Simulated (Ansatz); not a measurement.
Crystal: Be2C.

```
CELL_PARAMETERS angstrom
0.00000 2.16500 2.16500
2.16500 0.00000 2.16500
2.16500 2.16500 0.00000
ATOMIC_POSITIONS crystal
C 0.00000 0.00000 0.00000
Be 0.75000 0.75000 0.75000
Be 0.25000 0.25000 0.25000
```

Base run:

| Property | Result |
| --- | --- |
| Program | Ansatz 0.2.0 |
| Functional | LDA |
| Potentials or basis | all-electron LAPW, scalar-relativistic |
| Cutoff | 262 eV (chosen from the basis error) |
| Basis error allowed | 0.002 eV/atom |
| k mesh | 11 × 11 × 11 |
| Occupations | fermi-dirac, width 0.05 eV |
| Spin | no spin polarisation |

Its results: band gap on the k mesh 1.28 eV, indirect (least direct gap 4.03 eV); pressure -8.8 GPa.

The run is repeated on the same cell with these changes: functional from LDA to PBEsol. What comes out?

Band gap on the k mesh 1.17 eV, indirect (least direct gap 4.09 eV); pressure -2.9 GPa.

PBEsol binds less tightly than LDA, so the same cell stands under more pressure.

Caveats: the mesh misses the band edges, which the band path finds closer together.
